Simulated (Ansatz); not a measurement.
# NaH (Fm-3m): the size of the finite step

```
Na H
1.0
     0.00000    2.39722    2.39722
     2.39722    0.00000    2.39722
     2.39722    2.39722    0.00000
Na H
1 1
Direct
  0.00000 0.00000 0.00000
  0.50000 0.50000 0.50000
```

Level of theory, where no other is named: r²SCAN, PAW on Ansatz 0.2.0's default frozen-core files (fitted under PBE), scalar-relativistic. k mesh 8×8×8, strains of ±0.008, fixed occupations, cutoff 500 eV. The cell was relaxed by PAW under this functional, which moved its volume by -5 % from the database entry's.

Q: Elastic constants come from stresses at strains of ±0.008 (two-point stencil): C11 = 49.1, C12 = 12.1, C44 = 24.0 GPa. What does an amplitude of 0.0002 give?

A: C11 = 49.1, C12 = 12.1, C44 = 24.0 GPa. Nothing moves by 1 %. Steps under 0.001 aren't safe in general, since the basis can change from cell to cell and the noise grows as 1/δ.

Keep in mind: frozen-core PAW files fitted under PBE, their cores solved anew for the functional of the run.
